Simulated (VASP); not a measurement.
# Al2Pt (Fm-3m) in VASP: further runs, part 2 of 2

VASP 6.6.1. Earlier steps stand in the parts before.

## (3) Relaxation of cell and atoms, LDA

This run uses another cell than the first one, of 17.20 Å³/atom, 1.005 times its volume.

File INCAR:

```
SYSTEM = Al2Pt
ALGO = Normal
EDIFF = 1E-6
EDIFFG = -0.01
ENCUT = 600
IBRION = 2
ISIF = 3
ISMEAR = 1
LASPH = .True.
LCHARG = .False.
LREAL = .False.
LWAVE = .False.
NELM = 80
NSW = 90
PREC = Accurate
SIGMA = 0.1
```

File KPOINTS:

```
k-points
0
Gamma
  12 12 12
  0 0 0
```

File POSCAR:

```
Al2Pt
1.0
    0.0000000000      2.9550000000      2.9550000000
    2.9550000000      0.0000000000      2.9550000000
    2.9550000000      2.9550000000      0.0000000000
Al Pt
2 1
Direct
    0.2500000000      0.2500000000      0.2500000000
    0.7500000000      0.7500000000      0.7500000000
    0.0000000000      0.0000000000      0.0000000000
```

Potentials or basis: VASP PAW LDA potentials, release 64 (Al, Pt).

Command:

```console
> cat potpaw_LDA.64/Al/POTCAR potpaw_LDA.64/Pt/POTCAR > POTCAR
> mpirun -np 1 vasp_std > vasp.out
```

OUTCAR:

```text
SYSTEM = Al2Pt
   EDIFF = 1E-6
   EDIFFG = -0.01
   ENCUT = 600
   IBRION = 2
   ISIF = 3
   ISMEAR = 1
   LASPH = .True.
   LREAL = .False.
   NELM = 80
   NSW = 90
   PREC = Accurate

 ion  position               nearest neighbor table
   1  0.250  0.250  0.250-   3 2.56   3 2.56   3 2.56   3 2.56   2 2.96   2 2.96   2 2.96   2 2.96
                             2 2.96   2 2.96
   2  0.750  0.750  0.750-   3 2.56   3 2.56   3 2.56   3 2.56   1 2.96   1 2.96   1 2.96   1 2.96
                             1 2.96   1 2.96
   3  0.000  0.000  0.000-   2 2.56   2 2.56   2 2.56   1 2.56   2 2.56   1 2.56   1 2.56   1 2.56

  LATTYP: Found a face centered cubic cell.
 ALAT       =     5.9100000000

  Lattice vectors:

 A1 = (   0.0000000000,   2.9550000000,   2.9550000000)
 A2 = (   2.9550000000,   0.0000000000,   2.9550000000)
 A3 = (   2.9550000000,   2.9550000000,   0.0000000000)

Analysis of symmetry for initial positions (statically):
=====================================================================
 Subroutine PRICEL returns:
 Original cell was already a primitive cell.

 Routine SETGRP: Setting up the symmetry group for a
 face centered cubic supercell.

 Subroutine GETGRP returns: Found 48 space group operations
 (whereof 48 operations were pure point group operations)
 out of a pool of 48 trial point group operations.

The static configuration has the point symmetry O_h .

[... 241 lines left out ...]
 Free energy of the ion-electron system (eV)
  ---------------------------------------------------
  ext. energy  EPLUGINS =         0.00000000
  ---------------------------------------------------
  free energy    TOTEN  =       -18.59696515 eV

  energy without entropy =      -18.59720675  energy(sigma->0) =      -18.59704568

 E-fermi :   8.0578     XC(G=0): -11.0002

 val. band max:        8.0385850495   @ k =   0.3333   0.2500   0.0000
 cond. band min:       8.0744450737   @ k =  -0.4167   0.2500   0.0000
 fundamental gap:      0.0358600243
 Fermi energy:         8.0577722589

 k-point     1 :       0.0000    0.0000    0.0000
  band No.  band energies     occupation
      1      -2.3818      2.00000
      2       2.8031      2.00000
      3       2.8031      2.00000
      4       2.8031      2.00000
      5       4.1980      2.00000
      6       4.1980      2.00000
      7      11.0398      0.00000
      8      11.8673      0.00000
      9      11.8673      0.00000
     10      11.8673      0.00000
     11      13.5684      0.00000
     12      13.5684      0.00000
[... 331 lines left out ...]
 k-point    24 :      -0.4167    0.1667    0.0000
  band No.  band energies     occupation
      1       0.2927      2.00000
      2       1.8505      2.00000
      3       3.0260      2.00000
      4       3.3439      2.00000
      5       3.9718      2.00000
      6       4.2965      2.00000
      7       4.6977      2.00000
      8       7.5301      2.00000
      9       8.6851     -0.00000
     10      11.5634      0.00000
     11      13.7529      0.00000
     12      14.1456      0.00000

 [... further k-points ...]

------------------------ aborting loop because EDIFF is reached ----------------------------------------

  FORCE on cell =-STRESS in cart. coord.  units (eV):
  Direction    XX          YY          ZZ          XY          YZ          ZX
  --------------------------------------------------------------------------------------
  -------------------------------------------------------------------------------------
  Total       -0.0100050     -0.0100050     -0.0100050     -0.0000000      0.0000000     -0.0000000
  in kB       -0.3188271     -0.3188271     -0.3188271     -0.0000000      0.0000000     -0.0000000
  external PRESSURE =      -0.3188271 kB  Pullay stress =       0.0000000 kB
[... 18 lines left out ...]
  FREE ENERGIE OF THE ION-ELECTRON SYSTEM (eV)
  ---------------------------------------------------
  free  energy   TOTEN  =       -18.5969651481 eV

  energy  without entropy=      -18.5972067527  energy(sigma->0) =      -18.59704568

 reached required accuracy - stopping structural energy minimisation
```

CONTCAR:

```text
Al2Pt
   1.00000000000000
     0.0000000000000000    2.9294160196651688    2.9294160196651688
     2.9294160196651688    0.0000000000000000    2.9294160196651688
     2.9294160196651688    2.9294160196651688    0.0000000000000000
  Al              Pt
     2     1
Direct
     0.2500000000000000    0.2500000000000000    0.2500000000000000
     0.7500000000000000    0.7500000000000000    0.7500000000000000
     0.0000000000000000    0.0000000000000000    0.0000000000000000

  0.00000000E+00  0.00000000E+00  0.00000000E+00
  0.00000000E+00  0.00000000E+00  0.00000000E+00
  0.00000000E+00  0.00000000E+00  0.00000000E+00
```

It took 62 s on 1 thread of Intel Xeon Platinum 8488C (Sapphire Rapids), shared host; peak memory 0.21 GiB.

What came out:

```
Free energy                            : -18.5970 eV
Relaxed volume                         : 16.76 Å³/atom
Relaxed cell                           : a = 4.143 Å, b = 4.143 Å, c = 4.143 Å, α = 60.00°, β = 60.00°, γ = 60.00°
Space group after relaxing (to 0.05 Å) : Fm-3m (No. 225)
Energy gained by relaxing              : 5.1 meV/atom
Ionic steps                            : 3
Pressure after relaxing                : 0.0 GPa
Band gap on the k mesh                 : none (metal or under the smearing width)
```

Step by step:
| step | energy change (eV) | largest force (eV/Å) | pressure (GPa) | volume (Å³) |
| --- | --- | --- | --- | --- |
| 1 | 0.0000 | 0.0000 | -3.57 | 51.61 |
| 2 | 0.0056 | 0.0000 | 4.68 | 48.79 |
| 3 | -0.0153 | 0.0000 | -0.03 | 50.28 |

Final structure:
```
CELL_PARAMETERS angstrom
0.00000 2.92942 2.92942
2.92942 0.00000 2.92942
2.92942 2.92942 0.00000
ATOMIC_POSITIONS crystal
Al 0.25000 0.25000 0.25000
Al 0.75000 0.75000 0.75000
Pt 0.00000 0.00000 0.00000
```

Levels at points of the mesh, in eV from the Fermi level:
```csv
k point,band 6,band 7,band 8,band 9,band 10,band 11
"(0.00, 0.00, 0.00)",-3.86,2.98,3.81,3.81,3.81,5.51
"(0.50, 0.00, 0.00)",-3.63,-3.63,0.98,0.98,3.72,5.23
"(0.50, 0.50, 0.00)",-3.55,-3.34,-1.68,-1.68,3.24,3.37
```

The run has no spin-orbit coupling, so splittings on Pt are missing. LDA usually gives volumes a few per cent too small.

## (4) Relaxation of cell and atoms, LDA

This run uses another cell than the first one, of 16.76 Å³/atom, 0.979 times its volume.

Edit INCAR of step 3 so:

```diff
@@ -2,4 +2,4 @@
 ALGO = Normal
-EDIFF = 1E-6
-EDIFFG = -0.01
+EDIFF = 1E-7
+EDIFFG = -0.005
 ENCUT = 600
```

KPOINTS is that of step 3.

File POSCAR:

```
Al2Pt                                   
1.0
    0.0000000000      2.9294160197      2.9294160197
    2.9294160197      0.0000000000      2.9294160197
    2.9294160197      2.9294160197      0.0000000000
  Al              Pt            
     2     1
Direct
     0.2500000000000000    0.2500000000000000    0.2500000000000000
     0.7500000000000000    0.7500000000000000    0.7500000000000000
     0.0000000000000000    0.0000000000000000    0.0000000000000000
```

Command:

```console
> cat potpaw_LDA.64/Al/POTCAR potpaw_LDA.64/Pt/POTCAR > POTCAR
> mpirun -np 1 vasp_std > vasp.out
```

It took 29 s on 1 thread of Intel Xeon Platinum 8488C (Sapphire Rapids), shared host; peak memory 0.2 GiB.

Results (log left out):

| Quantity | Value |
| --- | --- |
| Free energy | -18.5969 eV |
| Pressure after relaxing | 0.0 GPa |
| Band gap on the k mesh | none (metal or under the smearing width) |

Final structure:
```
CELL_PARAMETERS angstrom
0.00000 2.92942 2.92942
2.92942 0.00000 2.92942
2.92942 2.92942 0.00000
ATOMIC_POSITIONS crystal
Al 0.25000 0.25000 0.25000
Al 0.75000 0.75000 0.75000
Pt 0.00000 0.00000 0.00000
```

Levels at points of the mesh, in eV from the Fermi level:
```csv
k point,band 5,band 6,band 7,band 8,band 9,band 10,band 11,band 12
"(0.00, 0.00, 0.00)",-3.86,-3.86,2.98,3.81,3.81,3.81,5.51,5.51
"(0.50, 0.00, 0.00)",-3.86,-3.63,-3.63,0.99,0.99,3.72,5.23,5.23
"(0.50, 0.50, 0.00)",-3.96,-3.55,-3.34,-1.68,-1.68,3.24,3.37,8.07
```

Caveat: the relaxation stopped at its first step, so nothing moved. The run has no spin-orbit coupling, so splittings on Pt are missing.
